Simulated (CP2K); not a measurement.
A run of CP2K 2026.2 is set up as follows.

The input in_scf.inp:

```
&GLOBAL
  PROJECT in_scf
  RUN_TYPE ENERGY_FORCE
  PRINT_LEVEL LOW
&END GLOBAL
&FORCE_EVAL
  METHOD QS
  STRESS_TENSOR ANALYTICAL
  &DFT
    BASIS_SET_FILE_NAME BASIS_MOLOPT_UZH
    POTENTIAL_FILE_NAME POTENTIAL_UZH
    &MGRID
      CUTOFF 450
      REL_CUTOFF 60
      NGRIDS 4
    &END MGRID
    &QS
      METHOD GPW
      EPS_DEFAULT 1.0E-10
    &END QS
    &KPOINTS
      SCHEME MONKHORST-PACK 10 10 10
      GAMMA_CENTERED T
      SYMMETRY T
      SYMMETRY_BACKEND SPGLIB
    &END KPOINTS
    &SCF
      SCF_GUESS ATOMIC
      EPS_SCF 1.0E-6
      MAX_SCF 100
      ADDED_MOS 8
      CHOLESKY OFF
      EPS_EIGVAL 1.0E-7
      &DIAGONALIZATION ON
        ALGORITHM STANDARD
      &END DIAGONALIZATION
      &MIXING ON
        METHOD BROYDEN_MIXING
        ALPHA 0.4
        BETA 1.5
        NBUFFER 8
      &END MIXING
      &SMEAR ON
        METHOD FERMI_DIRAC
        ELECTRONIC_TEMPERATURE 580.23
      &END SMEAR
    &END SCF
    &XC
      &XC_FUNCTIONAL
        &GGA_X_PBE
        &END GGA_X_PBE
        &GGA_C_PBE
        &END GGA_C_PBE
      &END XC_FUNCTIONAL
    &END XC
    &PRINT
      &KPOINTS ON
      &END KPOINTS
      &MULLIKEN ON
      &END MULLIKEN
      &MO ON
        ENERGIES T
        OCCUPATION_NUMBERS T
        &EACH
          QS_SCF 0
        &END EACH
        ADD_LAST NUMERIC
      &END MO
      &LOWDIN ON
      &END LOWDIN
      &HIRSHFELD ON
        SHAPE_FUNCTION DENSITY
      &END HIRSHFELD
      &E_DENSITY_CUBE ON
        STRIDE 1
      &END E_DENSITY_CUBE
      &V_HARTREE_CUBE ON
        STRIDE 1
      &END V_HARTREE_CUBE
      &ELF_CUBE ON
        STRIDE 1
      &END ELF_CUBE
    &END PRINT
  &END DFT
  &SUBSYS
    &CELL
      ABC 3.2569622109 3.2800017608 3.3089493355
      ALPHA_BETA_GAMMA 111.8389148327 110.1526211676 107.8830552295
      PERIODIC XYZ
    &END CELL
    &COORD
      SCALED
      In  -0.0001030000 -0.0021710000 0.0014700000
    &END COORD
    &KIND In
      BASIS_SET TZVP-MOLOPT-PBE-GTH-q13
      POTENTIAL GTH-PBE-q13
    &END KIND
    &PRINT
      &ATOMIC_COORDINATES ON
      &END ATOMIC_COORDINATES
      &CELL ON
      &END CELL
    &END PRINT
  &END SUBSYS
  &PRINT
    &FORCES ON
    &END FORCES
    &STRESS_TENSOR ON
    &END STRESS_TENSOR
  &END PRINT
&END FORCE_EVAL
```

Potentials or basis: POTENTIAL_UZH In GTH-PBE-q13; TZVP-MOLOPT-PBE-GTH basis.

Run with:

```sh
$ OMP_NUM_THREADS=1 cp2k.psmp -i in_scf.inp -o in_scf.out
```

Problem. Predict the band gap on the k mesh.

Solution. None (metal or under the smearing width).

Problem. What does it give for the pressure?

Solution. 1.9 GPa.

Stress tensor (GPa, compression positive):
```
 2.10 -0.17  0.18
-0.17  1.47  0.77
 0.18  0.77  1.98
```

Caveat: the basis of atomic orbitals isn't converged, which shifts pressures, moduli and gaps.
